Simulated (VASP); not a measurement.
# W (P6_3/mmc) in VASP: a series of runs, part 2 of 2

VASP 6.6.1.

## 4. Relaxation of cell and atoms, r2SCAN

This run uses another cell than the first one, of 16.32 Å³/atom, 0.985 times its volume.

The input, POSCAR:

```
W
1.0
    2.7596130737      0.0000000000      0.0000000000
   -1.3798065369      2.3898950265      0.0000000000
    0.0000000000      0.0000000000      4.9503286537
W
2
Direct
    0.3333333333      0.6666666667      0.2500000000
    0.6666666667      0.3333333333      0.7500000000
```

The input, INCAR.step1:

```
SYSTEM = W
PREC = Accurate
ENCUT = 600
ISMEAR = 1
SIGMA = 0.1
LREAL = .FALSE.
LASPH = .TRUE.
NELM = 100
GGA = PE
ALGO = Normal
EDIFF = 1E-4
LWAVE = .TRUE.
LCHARG = .FALSE.
```

The input, INCAR.step2:

```
SYSTEM = W
PREC = Accurate
ENCUT = 600
EDIFF = 1E-6
ISMEAR = 1
SIGMA = 0.1
LREAL = .FALSE.
LASPH = .TRUE.
NELM = 100
ALGO = Normal
ISIF = 3
LWAVE = .FALSE.
LCHARG = .FALSE.
METAGGA = R2SCAN
LMIXTAU = .TRUE.
IBRION = 2
NSW = 60
EDIFFG = -0.01
ISTART = 1
```

The input, KPOINTS:

```
regular mesh
0
G
  9 9 5
  0 0 0
```

Potentials or basis: VASP PAW PBE potentials, release 64 (W_sv).

Run with:

```sh
$ cat potpaw_PBE.64/W_sv/POTCAR > POTCAR
$ cp INCAR.step1 INCAR
$ mpirun -np 1 vasp_std > vasp.out
$ cp INCAR.step2 INCAR
$ mpirun -np 1 vasp_std > vasp.out
```

OUTCAR:

```text
SYSTEM = W
   PREC = Accurate
   ENCUT = 600
   EDIFF = 1E-6
   ISMEAR = 1
   LREAL = .FALSE.
   LASPH = .TRUE.
   NELM = 100
   ISIF = 3
   METAGGA = R2SCAN
   IBRION = 2
   NSW = 60
   EDIFFG = -0.01
   ISTART = 1

 ion  position               nearest neighbor table
   1  0.333  0.667  0.250-   2 2.94   2 2.94   2 2.94   2 2.94   2 2.94   2 2.94
   2  0.667  0.333  0.750-   1 2.94   1 2.94   1 2.94   1 2.94   1 2.94   1 2.94

  LATTYP: Found a hexagonal cell.
 ALAT       =     2.7596130737
 C/A-ratio  =     1.7938488192

  Lattice vectors:

 A1 = (   2.7596130737,   0.0000000000,   0.0000000000)
 A2 = (  -1.3798065369,   2.3898950265,   0.0000000000)
 A3 = (   0.0000000000,   0.0000000000,   4.9503286537)

[... 256 lines left out ...]
  ext. energy  EPLUGINS =         0.00000000
  ---------------------------------------------------
  free energy    TOTEN  =      -101.57113306 eV

  energy without entropy =     -101.57099042  energy(sigma->0) =     -101.57108552

 E-fermi :  10.4861     XC(G=0): -14.7313

 val. band max:       10.3959409425   @ k =   0.3333   0.1111   0.0000
 cond. band min:      10.4928706311   @ k =   0.1111   0.0000   0.4000
 fundamental gap:      0.0969296886
 Fermi energy:        10.4860674771

 k-point     1 :       0.0000    0.0000    0.0000
  band No.  band energies     occupation
      1     -65.2442      2.00000
      2     -65.1650      2.00000
      3     -29.3351      2.00000
      4     -28.3683      2.00000
      5     -28.1485      2.00000
      6     -28.1485      2.00000
[... 481 lines left out ...]
      5     -29.0361      2.00000
      6     -28.8807      2.00000
[... 10 lines left out ...]
     17      14.2292      0.00000
     18      14.2292      0.00000

 [... further k-points ...]

------------------------ aborting loop because EDIFF is reached ----------------------------------------

  FORCE on cell =-STRESS in cart. coord.  units (eV):
  Direction    XX          YY          ZZ          XY          YZ          ZX
  --------------------------------------------------------------------------------------
  -------------------------------------------------------------------------------------
  Total        0.0014026      0.0014026     -0.0014230     -0.0000000     -0.0000000      0.0000000
  in kB        0.0686299      0.0686299     -0.0696314     -0.0000000     -0.0000000      0.0000000
  external PRESSURE =       0.0225428 kB  Pullay stress =       0.0000000 kB
[... 17 lines left out ...]
  FREE ENERGIE OF THE ION-ELECTRON SYSTEM (eV)
  ---------------------------------------------------
  free  energy   TOTEN  =      -101.5711330646 eV

  energy  without entropy=     -101.5709904184  energy(sigma->0) =     -101.57108552

 reached required accuracy - stopping structural energy minimisation
```

OSZICAR.step1:

```text
N       E                     dE             d eps       ncg     rms          rms(c)
DAV:   1     0.301133723553E+03    0.30113E+03   -0.19369E+04  1304   0.202E+03
DAV:   2    -0.161293333683E+02   -0.31726E+03   -0.31321E+03  1414   0.539E+02
DAV:   3    -0.259460294393E+02   -0.98167E+01   -0.95249E+01  1572   0.897E+01
DAV:   4    -0.261104505584E+02   -0.16442E+00   -0.16361E+00  1594   0.110E+01
DAV:   5    -0.261121245802E+02   -0.16740E-02   -0.16735E-02  1482   0.119E+00    0.276E+01
DAV:   6    -0.251616921586E+02    0.95043E+00   -0.13397E+00  1444   0.122E+01    0.110E+01
DAV:   7    -0.249108311990E+02    0.25086E+00   -0.74145E-01  1508   0.826E+00    0.741E-01
DAV:   8    -0.249017458289E+02    0.90854E-02   -0.14107E-02  1452   0.127E+00    0.104E-01
DAV:   9    -0.249017283088E+02    0.17520E-04   -0.44665E-04  1474   0.192E-01
   1 F= -.24901728E+02 E0= -.24901071E+02  d E =-.197055E-02
```

It took 2.4 min on 1 thread of Intel Xeon Platinum 8488C (Sapphire Rapids), shared host; peak memory 0.18 GiB.

What came out:

```yaml
Free_energy: -101.5711 eV
Relaxed_volume: 16.37 Å³/atom
Relaxed_cell: a = 2.763 Å, b = 2.763 Å, c = 4.954 Å, α = 90.00°, β = 90.00°, γ = 120.00°
Space_group_after_relaxing_to_0.05_Å: P6_3/mmc (No. 194)
Energy_gained_by_relaxing: 0.1 meV/atom
Ionic_steps: 3
Pressure_after_relaxing: 0.0 GPa
Band_gap_on_the_k_mesh: none (metal or under the smearing width)
```

The path:
| step | energy change (eV) | largest force (eV/Å) | pressure (GPa) | volume (Å³) |
| --- | --- | --- | --- | --- |
| 1 | 0.0000 | 0.0000 | 0.92 | 32.65 |
| 2 | 0.0034 | 0.0000 | -3.24 | 33.09 |
| 3 | -0.0003 | 0.0000 | 0.00 | 32.74 |

Final structure:
```xyz
2
Lattice="2.7626 0.0000 0.0000 -1.3813 2.3925 0.0000 0.0000 0.0000 4.9539" Properties=species:S:1:pos:R:3 pbc="T T T"
W     0.0000    1.5950    1.2385
W     1.3813    0.7975    3.7154
```

Levels at points of the mesh, in eV from the Fermi level:
```csv
k point,band 10,band 11,band 12,band 13,band 14,band 15,band 16,band 17,band 18
"(0.00, 0.00, 0.00)",-6.29,-1.92,-0.59,-0.43,-0.43,0.15,0.15,2.28,2.28
```

Caveat: the PAW data sets were made with another functional, which shifts forces and pressure a little.

## 5. The runs side by side

| task | cell | cutoff (eV) | gap on the mesh (eV) | pressure (GPa) |
| --- | --- | --- | --- | --- |
| single point | P6_3/mmc, 16.57 Å³/atom | 520 | none | -3.6 |
| single point | P6_3/mmc, 16.32 Å³/atom | 520 | none | 0.9 |
| relaxation of cell and atoms | relaxed | 600 | none | 0.0 |

Alike in all rows: level r2SCAN; potentials or basis VASP PAW PBE potentials, release 64 (W_sv); no spin polarisation; k mesh 9 × 9 × 5; smearing methfessel-paxton 0.1 eV.

Caveats: the PAW data sets were made with another functional, which shifts forces and pressure a little.

Absolute energies hang on the potentials; compare differences alone.
